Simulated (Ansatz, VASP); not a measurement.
AgCl: VASP beside Ansatz

```
Ag Cl
1.0
     0.00000    2.80534    2.80534
     2.80534    0.00000    2.80534
     2.80534    2.80534    0.00000
Ag Cl
1 1
Direct
  0.00000 0.00000 0.00000
  0.50000 0.50000 0.50000
```

Alike in both runs: task relaxation of cell and atoms; functional PBEsol; k mesh 8 × 8 × 8; occupations gaussian, width 0.02 eV; no spin polarisation.

```csv
,VASP,Ansatz
version,VASP 6.6.1,Ansatz 0.2.0
potentials or method,"VASP PAW PBE potentials, release 64 (Ag, Cl)","scalar-relativistic, plane waves, PAW"
plane-wave cutoff (eV),600,420
valence electrons in the cell,18,26
```

|  | VASP | Ansatz | Ansatz less VASP |
| --- | --- | --- | --- |
| gap on the k mesh at the Fermi level, each at its own relaxed structure (eV) | 0.72 | 0.72 | +0.002 |
| relaxed volume (Å³/atom) | 20.20 | 20.21 | +0.010 |
| relaxed cell length with the largest relative difference (Å) | 3.851 | 3.852 | +0.0006 |
| energy change over the relaxation (meV/atom) | -26 | -25 | +0.6 |

The two sets of potentials don't hold the same shells in valence.

Caveats: the PAW data sets were made with another functional, which shifts forces and pressure a little (VASP). Expect the measured gap to be larger: semilocal functionals such as PBEsol lack the derivative discontinuity. A k mesh can miss the band edges.
